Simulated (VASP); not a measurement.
A run of VASP 6.6.1 is set up as follows.

Contents of INCAR:

```
  PREC = Accurate
  ENCUT = 520
  EDIFF = 1E-7
  ISMEAR = -1
  SIGMA = 0.05
  LREAL = False
  LASPH = True
  NELM = 100
  ALGO = Normal
  ISIF = 2
  LWAVE = False
  LCHARG = False
  METAGGA = R2SCAN
  LMIXTAU = True
  LEFG = True
```

KPOINTS

```
regular mesh
0
Gamma
  9 9 9
```

File POSCAR:

```
SnTe
1.0
    0.0000000000      3.1508500000      3.1508500000
    3.1508500000      0.0000000000      3.1508500000
    3.1508500000      3.1508500000      0.0000000000
Sn Te
1 1
Direct
    0.0000000000      0.0000000000      0.0000000000
    0.5000000000      0.5000000000      0.5000000000
```

Potentials or basis: VASP PAW PBE potentials, release 64 (Sn_d, Te).

Command:

```console
$ cat potpaw_PBE.64/Sn_d/POTCAR potpaw_PBE.64/Te/POTCAR > POTCAR
$ mpirun -np 1 vasp_std > vasp.out
```

Predict the pressure.

1.5 GPa.

Electric field gradients, principal values (V/Å²):
| atom | Vxx | Vyy | Vzz |
| --- | --- | --- | --- |
| 1 Sn | 0.002 | 0.002 | -0.004 |
| 2 Te | 0.000 | 0.000 | 0.000 |

Caveat: this odd mesh misses L, where the gap lies, so gap, dielectric constants and Born charges aren't listed; the PAW data sets were made with another functional, which shifts forces and pressure a little. Spin-orbit coupling is left out, which matters for the levels of Te.
